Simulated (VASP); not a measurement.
# ZnS under changes of volume

One of the cells (20.121 Å³/atom); the others are scaled copies at fixed shape and fractional positions:

```xyz
2
Lattice="0.0000 2.7199 2.7199 2.7199 0.0000 2.7199 2.7199 2.7199 0.0000" Properties=species:S:1:pos:R:3 pbc="T T T"
Zn    4.0798    4.0798    4.0798
S     0.0000    0.0000    0.0000
```

```yaml
Program: VASP 6.6.1
Functional: PBE
Potentials_or_basis: VASP PAW PBE potentials, release 64 (Zn, S)
Cutoff: 520 eV
k_mesh: 9 × 9 × 9
Occupations: fermi-dirac, width 0.05 eV
Spin: no spin polarisation
```

```tsv
volume (Å³/atom)	energy over the lowest point (meV/atom)	pressure (GPa)	gap on the mesh (eV)
18.543	34.84	7.2	2.39
18.938	19.53	5.2	2.30
19.332	8.94	3.4	2.20
20.121	0.00	0.3	2.03
20.516	0.86	-1.0	1.94
20.910	?	?	?
```

Q: What does the run at 20.910 Å³/atom give?

A: Energy over the lowest point 4.79 meV/atom; pressure -2.2 GPa; gap on the mesh 1.86 eV.

Worked out: A Birch-Murnaghan fit of order 3 (a polynomial in V^(-2/3)) to the other rows has its minimum at 20.21 Å³/atom with B0 = V·E''(V) = 70 GPa and B' = 4.3. It gives 4.81 meV/atom at 20.910 Å³/atom, against the run's 4.79, and -dE/dV = -2.2 GPa, against -2.2. A straight line through the other rows of the gap, of slope -4.44 eV per unit of ln V (its deformation potential), extrapolates to 1.86 eV, against the run's 1.86.

Energies are extrapolated to zero smearing.
